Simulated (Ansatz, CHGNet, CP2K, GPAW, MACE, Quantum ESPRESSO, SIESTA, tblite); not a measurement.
# Rutile SnO2, size series (72 atoms) in Quantum ESPRESSO

How near does Quantum ESPRESSO come to plane waves for rutile SnO2, size series (72 atoms)?

Main program and level: Quantum ESPRESSO 7.5; the method is named at each step.

### Step 1. Set-up

The cell holds 72 atoms: 24 Sn and 48 O. Its edges and angles: a = 9.474 Å, b = 9.474 Å, c = 9.558 Å, α = 90.0°, β = 90.0°, γ = 90.0°. It derives from SnO2 (rutile), repeated 2×2×3. Rutile SnO2 (cell 4.737, 4.737, 3.186, 90, 90, 90), 2 x 2 x 3 conventional cells; ideal positions. Then every atom was moved at random, 0.03 Å r.m.s. a Cartesian component.

The yardstick, on the same geometry:

* method: Kohn-Sham DFT, PBE, PAW, plane waves (Ansatz 0.2.0); cutoff 420 eV, Γ point, fermi-dirac smearing of 0.05 eV; PAW set soft_2
* r.m.s. force component: 0.7765 eV/Å
* longest force: 3.485 eV/Å
* pressure: 11.71 GPa
* gap (highest filled to lowest empty level): 1.203 eV
* SCF cycles: 8
* time: 5.6 s on 8 threads of Arm Neoverse V2, shared host
* CPU time: 40 s

### Step 2. PBE, sssp-1.3.0-efficiency, 60/480 Ry

Method: Kohn-Sham DFT, PBE, SSSP efficiency 1.3.0 pseudopotentials, plane waves.

File pw.in:

```
&control
  calculation = 'scf'
  pseudo_dir = './pseudo'
  outdir = './tmp'
  disk_io = 'none'
  tprnfor = .true.
  tstress = .true.
/
&system
  ibrav = 0
  nat = 72
  ntyp = 2
  ecutwfc = 60
  ecutrho = 480
  nosym = .true.
  occupations = 'smearing'
  smearing = 'fd'
  degauss = 0.003675
/
&electrons
  conv_thr = 3.6e-07
  electron_maxstep = 100
  mixing_beta = 0.4
  mixing_mode = 'plain'
  diagonalization = 'david'
/
ATOMIC_SPECIES
Sn 118.710 Sn.upf
O 15.999 O.upf
CELL_PARAMETERS angstrom
9.47400 0.00000 0.00000
0.00000 9.47400 0.00000
0.00000 0.00000 9.55800
ATOMIC_POSITIONS crystal
Sn 0.99483 0.00434 0.99979
Sn 0.24738 0.24789 0.16772
O 0.15146 0.15925 0.99825
O 0.35040 0.35089 0.00220
O 0.09704 0.40261 0.16250
O 0.40722 0.09616 0.16034
Sn 0.99923 0.00050 0.32872
Sn 0.25062 0.25107 0.50183
O 0.15555 0.15073 0.32948
O 0.34487 0.34619 0.32976
O 0.09883 0.40424 0.50275
O 0.40473 0.09797 0.49937
Sn 0.00497 0.99997 0.66810
Sn 0.25711 0.25059 0.83026
O 0.15439 0.15168 0.66613
O 0.34284 0.34553 0.66477
O 0.09564 0.39674 0.83040
O 0.39869 0.09311 0.84142
Sn 0.00557 0.50419 0.99740
Sn 0.24354 0.74807 0.16245
O 0.15139 0.65015 0.00395
O 0.35036 0.85299 0.00105
O 0.09428 0.90292 0.16715
O 0.39758 0.59861 0.16505
Sn 0.99940 0.49933 0.32860
Sn 0.25133 0.75149 0.49586
O 0.14975 0.65392 0.33106
O 0.34072 0.85282 0.33064
O 0.09779 0.90501 0.49694
O 0.40259 0.59756 0.49981
Sn 0.99757 0.50072 0.66255
Sn 0.25144 0.75401 0.83368
O 0.15906 0.65937 0.66771
O 0.34748 0.84913 0.66138
O 0.09764 0.90742 0.83375
O 0.40821 0.60195 0.83275
Sn 0.50355 0.00246 0.00103
Sn 0.75041 0.25002 0.16883
O 0.65353 0.14986 0.00575
O 0.84352 0.34526 0.99509
O 0.59375 0.40315 0.16445
O 0.90173 0.09826 0.16942
Sn 0.50535 0.00064 0.33506
Sn 0.74965 0.24910 0.49947
O 0.65654 0.15209 0.34101
O 0.84607 0.34554 0.33419
O 0.59397 0.39782 0.49514
O 0.90394 0.10054 0.50057
Sn 0.49955 0.99986 0.66062
Sn 0.75059 0.25411 0.83832
O 0.65399 0.15008 0.66746
O 0.84549 0.34047 0.66652
O 0.59508 0.40745 0.83226
O 0.90694 0.09494 0.83444
Sn 0.50300 0.49920 0.00044
Sn 0.74909 0.74954 0.16982
[... 12 atom lines left out ...]
O 0.65240 0.64857 0.66416
O 0.84911 0.84514 0.66690
O 0.59868 0.90195 0.83484
O 0.89681 0.59361 0.82828
K_POINTS gamma
```

On the command line:

```bash
$ OMP_NUM_THREADS=1 mpirun -np 4 pw.x -in pw.in > output.txt
```

Output:

```text
Program PWSCF
     gamma-point specific algorithms are used
     one sub-group per band group will be used
     scalapack distributed-memory algorithm (size of sub-group:  2*  2 procs)
     Parallelization info
     sticks:   dense  smooth     PW     G-vecs:    dense   smooth      PW
     Min        3064    1530    382               257031    90898   11354
     Max        3068    1532    384               257038    90900   11360
     Sum       12265    6125   1533              1028133   363597   45433
     bravais-lattice index     =            0
     lattice parameter (alat)  =      17.9033  a.u.
     unit-cell volume          =    5789.3578 (a.u.)^3
     number of atoms/cell      =           72
     number of atomic types    =            2
     number of electrons       =       624.00
     number of Kohn-Sham states=          374
     kinetic-energy cutoff     =      60.0000  Ry
     charge density cutoff     =     480.0000  Ry
     scf convergence threshold =      3.6E-07
     mixing beta               =       0.4000
     number of iterations used =            8  plain     mixing
     Exchange-correlation= SLA  PW   PBX  PBC
                           (   1   4   3   4   0   0   0)
     crystal axes: (cart. coord. in units of alat)
               a(1) = (   1.000000   0.000000   0.000000 )
               a(2) = (   0.000000   1.000000   0.000000 )
               a(3) = (   0.000000   0.000000   1.008866 )
     reciprocal axes: (cart. coord. in units 2 pi/alat)
               b(1) = (  1.000000  0.000000  0.000000 )
               b(2) = (  0.000000  1.000000  0.000000 )
               b(3) = (  0.000000  0.000000  0.991212 )
     PseudoPot. # 1 for Sn:
     Pseudo is Ultrasoft + core correction, Zval = 14.0
     PseudoPot. # 2 for O :
     Pseudo is Projector augmented-wave + core cor, Zval =  6.0
     atomic species   valence    mass     pseudopotential
     Sn               14.00   118.71000     Sn( 1.00)
     O                 6.00    15.99900     O ( 1.00)
     No symmetry found
   Cartesian axes
     number of k points=     1  Fermi-Dirac smearing, width (Ry)=  0.0037
                       cart. coord. in units 2pi/alat
        k(    1) = (   0.0000000   0.0000000   0.0000000), wk =   2.0000000
     Dense  grid:   514067 G-vectors     FFT dimensions: ( 125, 125, 125)
     Smooth grid:   181799 G-vectors     FFT dimensions: (  90,  90,  90)
     Initial potential from superposition of free atoms
     starting charge     599.9988, renormalised to     624.0000
     Starting wfcs are  408 randomized atomic wfcs
     Self-consistent Calculation
     iteration #  1     ecut=    60.00 Ry     beta= 0.40
     total energy              =   -5914.53059586 Ry
     estimated scf accuracy    <      20.83365824 Ry
     iteration #  2     ecut=    60.00 Ry     beta= 0.40
     total energy              =   -5919.00605024 Ry
     estimated scf accuracy    <       1.54064511 Ry
     iteration #  3     ecut=    60.00 Ry     beta= 0.40
     total energy              =   -5918.99168162 Ry
     estimated scf accuracy    <       0.32439988 Ry
     iteration #  4     ecut=    60.00 Ry     beta= 0.40
     total energy              =   -5919.02231134 Ry
     estimated scf accuracy    <       0.03333362 Ry
     iteration #  5     ecut=    60.00 Ry     beta= 0.40
     total energy              =   -5919.02622288 Ry
     estimated scf accuracy    <       0.00604655 Ry
     iteration #  6     ecut=    60.00 Ry     beta= 0.40
     total energy              =   -5919.02652556 Ry
     estimated scf accuracy    <       0.00138988 Ry
     iteration #  7     ecut=    60.00 Ry     beta= 0.40
     total energy              =   -5919.02678910 Ry
     estimated scf accuracy    <       0.00006157 Ry
     iteration #  8     ecut=    60.00 Ry     beta= 0.40
     total energy              =   -5919.02678058 Ry
     estimated scf accuracy    <       0.00009168 Ry
     iteration #  9     ecut=    60.00 Ry     beta= 0.40
     total energy              =   -5919.02679523 Ry
     estimated scf accuracy    <       0.00000170 Ry
     iteration # 10     ecut=    60.00 Ry     beta= 0.40
     End of self-consistent calculation
          k = 0.0000 0.0000 0.0000 ( 22717 PWs)   bands (ev):
   -11.6184 -11.5050 -11.4762 -11.4497 -11.4367 -11.4057 -11.3812 -11.3724
   -11.3160 -11.3113 -11.2684 -11.2663 -11.2373 -11.2222 -11.2146 -11.2056
   -11.1997 -11.1681 -11.1503 -11.1199 -11.0926 -11.0794 -11.0553 -11.0340
   -10.9903 -10.9404 -10.9192 -10.9074 -10.8938 -10.7985 -10.6753 -10.6539
   -10.6437 -10.6389 -10.6247 -10.6146 -10.6112 -10.5972 -10.5704 -10.5541
   -10.5510 -10.5480 -10.5459 -10.5353 -10.5329 -10.5274 -10.5203 -10.5099
   -10.5066 -10.5039 -10.5014 -10.4926 -10.4858 -10.4819 -10.4651 -10.4624
   -10.4611 -10.4593 -10.4562 -10.4497 -10.4481 -10.4452 -10.4367 -10.4335
   -10.4320 -10.4192 -10.4144 -10.4109 -10.4053 -10.4028 -10.4026 -10.3948
   -10.3938 -10.3897 -10.3867 -10.3831 -10.3701 -10.3418 -10.3396 -10.3392
   -10.3343 -10.3305 -10.3299 -10.3206 -10.3173 -10.3070 -10.3038 -10.3000
   -10.2968 -10.2958 -10.2917 -10.2821 -10.2768 -10.2673 -10.2624 -10.2607
[...]
15.6080  15.6481  15.6716  15.7852  15.8021  15.9133  15.9851  16.0259
    16.4820  16.6415  16.6993  16.7113  16.7454  16.8315  17.1119  17.1270
    18.0602  18.1052  18.1274  18.1467  18.1827  18.2441  18.2630  18.3431
    18.4318  18.5133  18.6001  18.6448  18.7067  18.7970  18.9854  19.0296
    19.0701  19.0941  19.5258  19.5474  19.6032  19.6233  19.6959  19.6990
    19.7656  19.8129  20.0538  20.0655  20.2044  20.2432
     the Fermi energy is    10.2595 ev
!    total energy              =   -5919.02679608 Ry
     estimated scf accuracy    <       0.00000015 Ry
     smearing contrib. (-TS)   =      -0.00000128 Ry
     internal energy E=F+TS    =   -5919.02679480 Ry
     The total energy is F=E-TS. E is the sum of the following terms:
     one-electron contribution =   -1539.42467440 Ry
     hartree contribution      =    1272.95231494 Ry
     xc contribution           =   -1508.15492916 Ry
     ewald contribution        =   -3687.83526206 Ry
     one-center paw contrib.   =    -456.56424412 Ry
     convergence has been achieved in  10 iterations
     Forces acting on atoms (cartesian axes, Ry/au):
     atom    1 type  1   force =     0.03939053   -0.01249870    0.01544819
     atom    2 type  1   force =     0.03749595   -0.00677299   -0.04483041
     atom    3 type  2   force =    -0.01388086   -0.01681958    0.00099230
     atom    4 type  2   force =    -0.01988935   -0.01549494   -0.01654941
     atom    5 type  2   force =    -0.00609461   -0.00009588    0.01142197
     atom    6 type  2   force =    -0.02670342    0.03399985    0.05841378
     atom    7 type  1   force =     0.00296085   -0.00539635    0.06836930
     atom    8 type  1   force =    -0.01227827   -0.02686508   -0.05634835
     atom    9 type  2   force =    -0.01294149   -0.00246619    0.03353253
     atom   10 type  2   force =     0.00599054    0.01024682    0.02181979
     atom   11 type  2   force =    -0.00936176    0.00682960   -0.03111572
     atom   12 type  2   force =    -0.02084281    0.02440780   -0.00846257
[...]
atom   68 type  1   force =    -0.04644193    0.03305826    0.02961830
     atom   69 type  2   force =     0.00907277    0.01858688    0.00101776
     atom   70 type  2   force =     0.01628996    0.02535128   -0.00145976
     atom   71 type  2   force =    -0.00032432    0.00265656   -0.03134703
     atom   72 type  2   force =     0.03905444   -0.02370911    0.01691251
     Total force =     0.451603     Total SCF correction =     0.000716
     Computing stress (Cartesian axis) and pressure
          total   stress  (Ry/bohr**3)                   (kbar)     P=      121.89
   0.00073372  -0.00000006   0.00005052          107.93       -0.01        7.43
  -0.00000006   0.00073944  -0.00001477           -0.01      108.78       -2.17
   0.00005052  -0.00001477   0.00101262            7.43       -2.17      148.96
     Message from routine punch:
     Nothing written, as per user request (disk_io='none')
```

Elapsed: 97 s, on 4 MPI ranks of Arm Neoverse V2, shared host; peak memory 2.9 GiB.

Banners, paths, timers and routine set-up lines are dropped from the logs unmarked, and long logs keep their key lines alone; longer cuts are marked.

Against the reference:

```
r.m.s. force component                           : 0.79 eV/Å
r.m.s. difference of force components            : 15.3 meV/Å
longest difference of force vectors              : 65.31 meV/Å
force difference over r.m.s. force               : 1.971 %
slope of forces against the reference's          : 1.017
correlation of force components                  : 1
gap (highest filled to lowest empty level) : 1.191 eV
gap difference                                   : -0.012 eV
pressure                                         : 12.19 GPa
pressure difference                              : 0.4799 GPa
```

Length of the force difference by element (eV/Å):

| element | atoms | mean | most |
| --- | --- | --- | --- |
| O | 48 | 0.020 | 0.065 |
| Sn | 24 | 0.029 | 0.063 |

Levels nearest the highest filled one (eV from it): -0.81, -0.77, -0.75, -0.73, -0.73, -0.71, -0.66, -0.62, -0.60, -0.55, -0.53, 0.00, 1.19, 4.26, 4.30, 4.33, 4.40, 4.62, 4.64, 4.77, 4.83, 4.93, 5.00, 5.04.

A closer look about O36, picked at random: 13 atoms, nearest first, numbered in the order of the input, with positions taken from that point.

| atom | x | y | z | distance (Å) | bonds | Fx | Fy | Fz (eV/Å) |
| --- | --- | --- | --- | --- | --- | --- | --- | --- |
| O36 | 0.00 | 0.00 | 0.00 | 0.00 | 3 | -0.64 | 0.29 | 0.55 |
| Sn67 | 0.84 | -0.98 | -1.53 | 2.01 | 6 | 0.18 | 0.34 | -2.53 |
| Sn32 | -1.49 | 1.44 | 0.01 | 2.07 | 6 | 0.62 | 0.50 | 0.10 |
| Sn55 | 0.90 | -0.97 | 1.60 | 2.08 | 6 | -0.23 | 1.31 | 0.16 |
| O53 | 1.77 | -1.84 | 0.00 | 2.56 | 3 | 0.76 | -1.06 | 0.33 |
| O69 | 2.31 | 0.44 | -1.61 | 2.85 | 3 | 0.23 | 0.48 | 0.03 |
| O33 | -2.36 | 0.54 | -1.58 | 2.89 | 3 | -1.14 | -1.07 | -0.09 |
| O57 | 2.39 | 0.52 | 1.57 | 2.90 | 3 | -0.95 | -1.05 | 0.51 |
| O34 | -0.58 | 2.34 | -1.64 | 2.92 | 3 | 0.17 | 0.16 | 0.49 |
| O22 | -0.55 | 2.38 | 1.61 | 2.92 | 3 | -1.21 | -1.26 | -0.19 |
| O4 | -0.55 | -2.38 | 1.62 | 2.93 | 3 | -0.51 | -0.40 | -0.43 |
| O21 | -2.43 | 0.46 | 1.64 | 2.97 | 3 | 0.59 | 0.77 | -1.46 |
| O16 | -0.62 | -2.43 | -1.61 | 2.98 | 3 | 1.09 | 0.94 | 0.16 |

Forces lie 2.0 % from the reference's, at 9.7 times its CPU time (on 4 against 8 cores).

### Step 3. Summary of results

```json
{
 "force difference from the reference": "QE PBE, sssp-1.3.0-efficiency, 60/480 Ry, 2.0 %",
 "its CPU time": "6.5 min"
}
```

PBE on plane waves or a grid with other potentials, cutoffs or grids differs from the reference by 2.0 % (QE PBE, sssp-1.3.0-efficiency, 60/480 Ry) of the r.m.s. force; this holds the reference's own error, so differences of a few per cent don't tell which side is nearer the exact PBE result (QE's 60 Ry are 816 eV, against the reference's 420 eV). PBE gaps agree with the reference's 1.20 eV within 0.013 eV. These are spacings on the run's k-points, which needn't hold the band edges. The reference's stress is far from hydrostatic: its diagonal is 10.5, 10.5, 14.1 GPa, compression counted positive. The reference's pressure of 12 GPa says that the cell would expand at this level of theory. The electronic-structure runs sample only Γ, in a cell whose shortest periodic width is 9 Å.

[Also dropped from logs without a mark: logging warnings of Python, and SIESTA's first energy breakdown and zero terms.]

[Logs are printed without paths, hosts, clocks, repeated set-up lines and the standing remarks that a program may print on its own settings, such as how far it seeks lower states.]

[Hosts, paths, dates, database ids (printed as entryN), source tags and the programs' standing remarks are cut or masked in the printed files.]
